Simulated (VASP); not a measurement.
A run of VASP 6.6.1:

The input INCAR:

```
PREC = Accurate ; ENCUT = 600
EDIFF = 1E-7 ; ISMEAR = 0
SIGMA = 0.1 ; LREAL = F
LASPH = T ; NELM = 150
ALGO = Normal ; ISIF = 3
LWAVE = F ; LCHARG = F
ISPIN = 2 ; MAGMOM = 0.39 0.39 0.39
LORBIT = 11 ; LMAXMIX = 4
GGA = PS ; IBRION = 2
NSW = 90 ; EDIFFG = -0.04
```

KPOINTS

```
regular mesh
0
Gamma
  6 6 4
```

Contents of POSCAR:

```
Mn
1.0
    3.4358319153      0.0000000000      0.0000000000
   -1.7179159577      2.9755177218      0.0000000000
    0.0000000000      0.0000000000      3.8980663219
Mn
3
Direct
    0.2254000000      0.0000000000      0.3333333333
    0.0000000000      0.2254000000      0.6666666667
    0.7746000000      0.7746000000      0.0000000000
```

Potentials or basis: VASP PAW PBE potentials, release 64 (Mn_pv).

The run is started by

```console
$ cat potpaw_PBE.64/Mn_pv/POTCAR > POTCAR
$ mpirun -np 1 vasp_std > vasp.out
```

Hardware: 1 thread of Intel(R) Xeon(R) 6975P-C (Granite Rapids), on a shared host.

Task: Estimate the wall time of this run.

Result: Wall time 13 min on 1 thread of Intel(R) Xeon(R) 6975P-C (Granite Rapids) (shared host), peak memory 0.21 GiB. Counts: scf iterations 419, k points 24, ion steps 42.
